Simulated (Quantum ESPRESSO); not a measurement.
# Au (P6_3/mmc) in Quantum ESPRESSO: reference runs

How does Au come out in PBEsol? The cell is run as given and disturbed.

Everything below comes from runs of Quantum ESPRESSO 7.5. Logs are shortened: lines on timing, memory, paths and dates and some standing lists are left out, and cuts for length are marked.

### 1 Starting point

The structure is hexagonal, space group P6_3/mmc (No. 194). The conventional cell has a = 2.900 Å, b = 2.900 Å, c = 4.880 Å, α = 90.00°, β = 90.00°, γ = 120.00°. Around Au (site symmetry -6m2) lie 12 Au at 2.90 to 2.96 Å.

This isn't the form of Au at room conditions, which is fcc.

### 2 Single point, PBEsol

pw.in

```
&CONTROL
  calculation = 'scf'
  prefix = 'pwscf'
  outdir = './tmp'
  pseudo_dir = './pseudo'
  tprnfor = .true.
  tstress = .true.
  disk_io = 'low'
/
&SYSTEM
  ibrav = 0
  celldm(1) = 8
  nat = 2
  ntyp = 1
  ecutwfc = 45
  ecutrho = 360
  nbnd = 18
  occupations = 'smearing'
  smearing = 'fd'
  degauss = 0.00367493
/
&ELECTRONS
  conv_thr = 4d-10
  electron_maxstep = 120
  mixing_beta = 0.5
/
ATOMIC_SPECIES
Au   196.9666 au_pbesol_v1.uspp.F.UPF
CELL_PARAMETERS alat
  0.6850257201768   0.0000000000000   0.0000000000000
 -0.3425128600884   0.5932496759248   0.0000000000000
  0.0000000000000   0.0000000000000   1.1527329360217
ATOMIC_POSITIONS crystal
Au     0.6666666667    0.3333333333    0.2500000000
Au     0.3333333333    0.6666666667    0.7500000000
K_POINTS automatic
11 11 6 0 0 0
```

pp_density.in

```
&INPUTPP
  prefix = 'pwscf'
  outdir = './tmp'
  filplot = 'density.dat'
  plot_num = 0
/
&PLOT
  nfile = 1
  filepp(1) = 'density.dat'
  iflag = 3
  output_format = 6
  fileout = 'density.cube'
/
```

pp_potential.in

```
&INPUTPP
  prefix = 'pwscf'
  outdir = './tmp'
  filplot = 'potential.dat'
  plot_num = 11
/
&PLOT
  nfile = 1
  filepp(1) = 'potential.dat'
  iflag = 3
  output_format = 6
  fileout = 'potential.cube'
/
```

Potentials or basis: GBRV 1.5 PBEsol.

Command:

```bash
> OMP_NUM_THREADS=1 mpirun -n 2 pw.x -nk 2 -in pw.in > pw.out
> OMP_NUM_THREADS=1 mpirun -n 1 pp.x -in pp_density.in > pp_density.out
> OMP_NUM_THREADS=1 mpirun -n 1 pp.x -in pp_potential.in > pp_potential.out
```

pw.out:

```text
This program is part of the open-source Quantum ESPRESSO suite
     for quantum simulation of materials; please cite
[... 13 lines left out ...]
     --------------------
     sticks:   dense  smooth     PW     G-vecs:    dense   smooth      PW
     Sum         745     367    121                27655     9825    1739

     Using Slab Decomposition

     bravais-lattice index     =            0
     lattice parameter (alat)  =       8.0000  a.u.
     unit-cell volume          =     239.8518 (a.u.)^3
     number of atoms/cell      =            2
     number of atomic types    =            1
     number of electrons       =        22.00
     number of Kohn-Sham states=           18
     kinetic-energy cutoff     =      45.0000  Ry
     charge density cutoff     =     360.0000  Ry
     scf convergence threshold =      4.0E-10
     mixing beta               =       0.5000
     number of iterations used =            8  plain     mixing
     Exchange-correlation= SLA  PW   PSX  PSC
                           (   1   4  10   8   0   0   0)

     celldm(1)=   8.000000  celldm(2)=   0.000000  celldm(3)=   0.000000
     celldm(4)=   0.000000  celldm(5)=   0.000000  celldm(6)=   0.000000

     crystal axes: (cart. coord. in units of alat)
               a(1) = (   0.685026   0.000000   0.000000 )
               a(2) = (  -0.342513   0.593250   0.000000 )
               a(3) = (   0.000000   0.000000   1.152733 )

     reciprocal axes: (cart. coord. in units 2 pi/alat)
               b(1) = (  1.459799  0.842815 -0.000000 )
               b(2) = (  0.000000  1.685631  0.000000 )
               b(3) = (  0.000000 -0.000000  0.867504 )

     PseudoPot. # 1 for Au read from file:
     au_pbesol_v1.uspp.F.UPF
     Pseudo is Ultrasoft + core correction, Zval = 11.0
     Generated by new atomic code, or converted to UPF format
     Using radial grid of  985 points,  7 beta functions with:
                l(1) =   0
                l(2) =   0
                l(3) =   1
                l(4) =   1
                l(5) =   2
                l(6) =   2
                l(7) =   3
     Q(r) pseudized with  6 coefficients,  rinner =    1.900   1.900   1.900
                                                       1.900   1.900   1.900
                                                       1.900

     atomic species   valence    mass     pseudopotential
     Au               11.00   196.96660     Au( 1.00)

     24 Sym. Ops., with inversion, found (12 have fractional translation)

   Cartesian axes

     site n.     atom                  positions (alat units)
         1        Au     tau(   1) = (   0.3425129   0.1977499   0.2881832  )
         2        Au     tau(   2) = (  -0.0000000   0.3954998   0.8645497  )

     number of k points=    64  Fermi-Dirac smearing, width (Ry)=  0.0037
                       cart. coord. in units 2pi/alat
        k(    1) = (   0.0000000   0.0000000   0.0000000), wk =   0.0027548
        k(    2) = (   0.0000000   0.0000000   0.1445839), wk =   0.0055096
        k(    3) = (   0.0000000   0.0000000   0.2891679), wk =   0.0055096
        k(    4) = (   0.0000000   0.0000000  -0.4337518), wk =   0.0027548
        k(    5) = (   0.0000000   0.1532392   0.0000000), wk =   0.0165289
        k(    6) = (   0.0000000   0.1532392   0.1445839), wk =   0.0330579
[... 56 lines left out ...]
        k(   63) = (   0.3981271   0.8428155   0.2891679), wk =   0.0330579
        k(   64) = (   0.3981271   0.8428155  -0.4337518), wk =   0.0165289

     Dense  grid:    27655 G-vectors     FFT dimensions: (  36,  36,  60)

     Smooth grid:     9825 G-vectors     FFT dimensions: (  24,  24,  40)

     Initial potential from superposition of free atoms

     starting charge      21.9998, renormalised to      22.0000
     Starting wfcs are   18 randomized atomic wfcs

     Self-consistent Calculation

     iteration #  1     ecut=    45.00 Ry     beta= 0.50
     Davidson diagonalization with overlap
     ethr =  1.00E-02,  avg # of iterations =  4.9

     Threshold (ethr) on eigenvalues was too large:
     Diagonalizing with lowered threshold

     Davidson diagonalization with overlap
     ethr =  6.72E-04,  avg # of iterations =  1.2

     total energy              =    -229.45646279 Ry
     estimated scf accuracy    <       0.14966892 Ry

     iteration #  2     ecut=    45.00 Ry     beta= 0.50
     Davidson diagonalization with overlap
     ethr =  6.80E-04,  avg # of iterations =  2.1

     total energy              =    -229.49584222 Ry
     estimated scf accuracy    <       0.01083187 Ry

     iteration #  3     ecut=    45.00 Ry     beta= 0.50
     Davidson diagonalization with overlap
     ethr =  4.92E-05,  avg # of iterations =  2.5

     total energy              =    -229.49731193 Ry
     estimated scf accuracy    <       0.00068140 Ry

     iteration #  4     ecut=    45.00 Ry     beta= 0.50
     Davidson diagonalization with overlap
     ethr =  3.10E-06,  avg # of iterations =  5.4

     total energy              =    -229.49740315 Ry
     estimated scf accuracy    <       0.00011034 Ry

     iteration #  5     ecut=    45.00 Ry     beta= 0.50
     Davidson diagonalization with overlap
     ethr =  5.02E-07,  avg # of iterations =  2.0

     total energy              =    -229.49742167 Ry
     estimated scf accuracy    <       0.00000203 Ry

     iteration #  6     ecut=    45.00 Ry     beta= 0.50
     Davidson diagonalization with overlap
     ethr =  9.22E-09,  avg # of iterations =  4.4

     total energy              =    -229.49742376 Ry
     estimated scf accuracy    <       0.00000001 Ry

     iteration #  7     ecut=    45.00 Ry     beta= 0.50
     Davidson diagonalization with overlap
     ethr =  4.78E-11,  avg # of iterations =  4.6

     total energy              =    -229.49742377 Ry
     estimated scf accuracy    <       0.00000006 Ry

     iteration #  8     ecut=    45.00 Ry     beta= 0.50
     Davidson diagonalization with overlap
     ethr =  4.78E-11,  avg # of iterations =  2.0

     total energy              =    -229.49742378 Ry
     estimated scf accuracy    <          1.1E-09 Ry

     iteration #  9     ecut=    45.00 Ry     beta= 0.50
     Davidson diagonalization with overlap
     ethr =  4.78E-12,  avg # of iterations =  1.6

     total energy              =    -229.49742377 Ry
     estimated scf accuracy    <          4.2E-10 Ry

     iteration # 10     ecut=    45.00 Ry     beta= 0.50
     Davidson diagonalization with overlap
     ethr =  1.90E-12,  avg # of iterations =  2.0

     End of self-consistent calculation

          k = 0.0000 0.0000 0.0000 (  1237 PWs)   bands (ev):

     5.0126   7.4405   9.8484  10.1277  10.1277  10.4158  10.4158  11.0794
    11.0794  12.3462  12.3462  13.4540  16.9290  29.1222  30.1608  31.2677
    32.5528  32.5530

          k = 0.0000 0.0000 0.1446 (  1232 PWs)   bands (ev):

     5.2313   7.4184   9.8005  10.0849  10.0849  10.3550  10.3550  11.2313
    11.2313  12.2230  12.3114  12.3114  18.5994  28.6141  30.3570  30.7907
    32.3788  32.3788

          k = 0.0000 0.0000 0.2892 (  1208 PWs)   bands (ev):

     5.8425   7.2376   9.7227  10.0465  10.0465  10.2181  10.2181  10.6550
    11.5662  11.5662  12.1781  12.1781  21.5555  27.4377  29.6190  29.9519
    32.3396  32.3396

          k = 0.0000 0.0000-0.4338 (  1208 PWs)   bands (ev):

     6.6530   6.6530   9.8551   9.8551  10.0936  10.0936  10.0936  10.0936
    11.9173  11.9173  11.9173  11.9173  24.7525  24.7525  29.4020  29.4020
    32.8360  32.8361

          k = 0.0000 0.1532 0.0000 (  1218 PWs)   bands (ev):

     5.2644   7.6465   9.7671  10.1888  10.2925  10.3385  10.5697  10.8830
    10.9826  11.5729  12.3848  14.5499  16.9311  29.0493  30.5043  30.5050
    31.3273  32.2430

          k = 0.0000 0.1532 0.1446 (  1216 PWs)   bands (ev):

     5.4799   7.6343   9.7683  10.0568  10.2250  10.2354  10.5039  11.0507
    11.1584  11.3545  12.3395  13.4267  18.7355  28.7570  30.1581  30.7469
    31.3972  31.4775

          k = 0.0000 0.1532 0.2892 (  1210 PWs)   bands (ev):

     6.0839   7.4740   9.7153   9.9405   9.9460  10.1872  10.3630  10.5289
    11.5199  11.5650  12.1817  12.5176  21.7008  27.6626  29.6109  30.0219
    31.0722  31.7383

          k = 0.0000 0.1532-0.4338 (  1204 PWs)   bands (ev):

     6.8923   6.8923   9.6719   9.6719  10.0895  10.0895  10.2351  10.2351
    11.8943  11.8943  12.0149  12.0149  24.8968  24.8968  29.4945  29.4945
    31.5587  31.5587

          k = 0.0000 0.3065 0.0000 (  1220 PWs)   bands (ev):

     5.9731   8.1349   9.5839  10.0695  10.1503  10.5755  10.7537  10.7599
    11.0034  11.0224  12.4589  16.2342  16.9723  26.5106  29.3162  30.6994
    31.0048  31.5627

          k = 0.0000 0.3065 0.1446 (  1217 PWs)   bands (ev):

     6.1717   8.1551   9.6238   9.8241   9.9937  10.5787  10.5928  10.9029
    11.0941  11.1673  12.3916  14.5356  19.1950  26.6932  29.5718  30.0746
    30.2974  31.5245

          k = 0.0000 0.3065 0.2892 (  1212 PWs)   bands (ev):

     6.7305   8.0636   9.4255   9.6649   9.7683  10.3561  10.5343  10.7637
    11.4656  11.6219  12.1862  13.1553  22.0969  27.2127  28.2475  29.1553
    30.3367  30.9490

          k = 0.0000 0.3065-0.4338 (  1214 PWs)   bands (ev):

     7.4970   7.4970   9.3886   9.3886  10.0202  10.0202  10.6118  10.6118
    11.8586  11.8586  12.2657  12.2657  25.1952  25.1952  28.1153  28.1153
    30.8981  30.8981
[... 267 lines left out ...]
     8.6701   8.8062   9.1277   9.5076   9.8666  10.2738  10.6952  11.6587
    12.2294  12.5092  14.9997  18.0275  19.6700  20.8771  22.5938  25.4969
    26.4478  26.8551

          k = 0.3981 0.6896 0.1446 (  1224 PWs)   bands (ev):

     8.6589   8.7750   9.2630   9.3188  10.1070  10.1605  10.7035  11.7467
    11.9770  12.6009  15.1285  18.2879  19.5102  19.9813  23.7253  24.1133
    25.9041  28.2812

          k = 0.3981 0.6896 0.2892 (  1232 PWs)   bands (ev):

     8.6338   8.6731   9.3133   9.5955   9.8256  10.3295  10.7360  11.3733
    12.1289  12.6900  15.5359  17.7090  19.1338  20.6332  22.5573  23.4873
    27.0461  29.5751

          k = 0.3981 0.6896-0.4338 (  1238 PWs)   bands (ev):

     8.6189   8.6189   9.4897   9.4897  10.1093  10.1093  10.9064  10.9064
    12.5350  12.5350  16.3651  16.3651  20.2409  20.2409  22.4959  22.4959
    28.8687  28.8687

          k = 0.3981 0.8428 0.0000 (  1216 PWs)   bands (ev):

     8.6245   8.9955   9.0421   9.7519   9.9344  10.0828  10.8483  11.9956
    12.1865  12.2615  16.4345  16.6333  18.8269  22.7426  23.5945  23.8884
    25.6142  25.6416

          k = 0.3981 0.8428 0.1446 (  1213 PWs)   bands (ev):

     8.6349   9.0528   9.0581   9.5182   9.9479  10.2279  10.8698  11.9181
    12.0666  12.3446  16.6009  16.8870  19.1510  21.6513  21.8522  24.3050
    26.0651  27.0946

          k = 0.3981 0.8428 0.2892 (  1227 PWs)   bands (ev):

     8.6404   8.9492   9.2916   9.3797   9.9471  10.2949  10.9201  11.3691
    12.2480  12.4556  17.1370  17.6286  19.3006  20.2914  20.6189  22.9312
    28.3097  28.7653

          k = 0.3981 0.8428-0.4338 (  1226 PWs)   bands (ev):

     8.7353   8.7353   9.4431   9.4431  10.0993  10.0993  11.0174  11.0174
    12.4215  12.4215  18.0910  18.0910  18.8131  18.8131  21.6148  21.6148
    29.6195  29.6195

     the Fermi energy is    14.4412 ev

!    total energy              =    -229.49742377 Ry
     estimated scf accuracy    <          7.0E-12 Ry
     smearing contrib. (-TS)   =      -0.00062984 Ry
     internal energy E=F+TS    =    -229.49679394 Ry

     The total energy is F=E-TS. E is the sum of the following terms:
     one-electron contribution =      18.53964975 Ry
     hartree contribution      =      17.57095416 Ry
     xc contribution           =    -123.89240250 Ry
     ewald contribution        =    -141.71499534 Ry

     convergence has been achieved in  10 iterations

     Forces acting on atoms (cartesian axes, Ry/au):

     atom    1 type  1   force =     0.00000000   -0.00000000    0.00000000
     atom    2 type  1   force =     0.00000000    0.00000000    0.00000000

     Total force =     0.000000     Total SCF correction =     0.000000

     Computing stress (Cartesian axis) and pressure

          total   stress  (Ry/bohr**3)                   (kbar)     P=      -68.67
  -0.00045540  -0.00000000   0.00000000          -66.99       -0.00        0.00
  -0.00000000  -0.00045540  -0.00000000           -0.00      -66.99       -0.00
   0.00000000   0.00000000  -0.00048972            0.00        0.00      -72.04

=------------------------------------------------------------------------------=
   JOB DONE.
=------------------------------------------------------------------------------=
```

Run time: 17 s. Hardware: 2 MPI ranks of Arm Neoverse V2, shared host; peak memory 0.28 GiB.

Results:

```yaml
Free_energy: -3122.4715 eV
Pressure: -6.9 GPa
Band_gap_on_the_k_mesh: none (metal or under the smearing width)
```

(Continued in part 2 of 2.)
